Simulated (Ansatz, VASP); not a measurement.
**Na in VASP and in Ansatz**

```
CELL_PARAMETERS angstrom
-2.11042 2.11042 2.11042
2.11042 -2.11042 2.11042
2.11042 2.11042 -2.11042
ATOMIC_POSITIONS crystal
Na 0.00000 0.00000 0.00000
```

Change from the starting cell: volume scaled by 0.99.

Alike in both runs: task single point; functional PBEsol; k mesh 11 × 11 × 11; occupations fermi-dirac, width 0.03 eV; no spin polarisation.

```csv
,VASP,Ansatz
version,VASP 6.6.1,Ansatz 0.2.0
potentials or method,"VASP PAW PBE potentials, release 64 (Na_pv), cutoff 520 eV","all-electron LAPW, scalar-relativistic"
```

```csv
,VASP,Ansatz,Ansatz less VASP
pressure (GPa),-0.3,-0.3,+0.02
```

Ansatz ran all-electron here, so the differences hold the error of VASP's frozen core and of both bases.

Caveats: the PAW data sets were made with another functional, which shifts forces and pressure a little (VASP).
